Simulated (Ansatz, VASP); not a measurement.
## One calculation of Pt, two programs

```xyz
1
Lattice="-1.5137 1.5137 1.5605 1.5137 -1.5137 1.5605 1.5137 1.5137 -1.5605" Properties=species:S:1:pos:R:3 pbc="T T T"
Pt    0.0000    0.0000    0.0000
```

Change from the starting cell: strain -0.030 along x and y, +0.000 along z, atoms carried along.

Alike in both runs: task single point; functional PBEsol; k mesh 26 × 26 × 26; occupations gaussian, width 0.15 eV; no spin polarisation.

|  | VASP | Ansatz |
| --- | --- | --- |
| version | VASP 6.6.1 | Ansatz 0.2.0 |
| potentials or method | VASP PAW PBE potentials, release 64 (Pt) | scalar-relativistic, plane waves, PAW |
| plane-wave cutoff (eV) | 520 | 420 |
| valence electrons in the cell | 10 | 18 |

Ansatz gave:

| Quantity | Value |
| --- | --- |
| gap on the k mesh at the Fermi level (eV) | none |
| pressure (GPa) | 19.9 |
| largest component of the traceless stress (GPa) | 2.24 |

Task: What did VASP give for the same quantities?

Result: gap on the k mesh at the Fermi level (eV): none; pressure (GPa): 19.7; largest component of the traceless stress (GPa): 2.24.

A gap of «none» marks a metal or a gap that the smearing closes. The two sets of potentials don't hold the same shells in valence.

Caveats: so large a pressure means that the cell lies far from this level's equilibrium, or that cutoff or potentials fall short (VASP); the potentials were made for another functional, which shifts forces and pressure (VASP). The runs have no spin-orbit coupling, so splittings on Pt are missing.
